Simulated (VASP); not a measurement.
Write the native input for VASP 6.6.1 that does the following.

* Task: single point
* Functional: PBE
* Potentials or basis: VASP PAW PBE potentials, release 64 (Mo_sv)
* Cutoff: 520 eV
* k mesh: 6 × 6 × 6
* Occupations: gaussian, width 0.1 eV
* Spin: no spin polarisation
* Dipole correction: no
* Further INCAR settings: ALGO = Fast; EDIFF = 1e-07; NBANDS = 28

The structure of Mo lies in POSCAR:

```
Mo
1.0
    4.6687925106      0.0000000000      0.0000000000
   -2.3343962553      4.0432929192      0.0000000000
    0.0000000000      0.0000000000      2.5488311674
Mo
3
Direct
    0.0000000000      0.0000000000      0.0000000000
    0.3333333333      0.6666666667      0.5000000000
    0.6666666667      0.3333333333      0.5000000000
```

The cell was built by a generator and needn't be a form met in nature.

The input as run:

INCAR

```
SYSTEM = Mo
PREC = Accurate
ENCUT = 520
EDIFF = 1E-7
ISMEAR = 0
SIGMA = 0.1
LREAL = .FALSE.
LASPH = .TRUE.
NELM = 100
ALGO = Fast
ISIF = 2
LWAVE = .FALSE.
LCHARG = .FALSE.
GGA = PE
NBANDS = 28
```

KPOINTS

```
Automatic mesh
0
G
  6 6 6
  0 0 0
```

Potentials or basis: VASP PAW PBE potentials, release 64 (Mo_sv).

Run with:

```console
$ cat potpaw_PBE.64/Mo_sv/POTCAR > POTCAR
$ mpirun -np 1 vasp_std > vasp.out
```

It gave:

```yaml
Pressure: 0.5 GPa
Band_gap_on_the_k_mesh: none (metal or under the smearing width)
```

Caveat: the k mesh is coarse (spacing up to 0.41 Å⁻¹), so the values aren't converged.

Run time: 17 s on 1 thread of Intel(R) Xeon(R) 6975P-C (Granite Rapids), with other jobs on the host, peak memory 0.17 GiB.
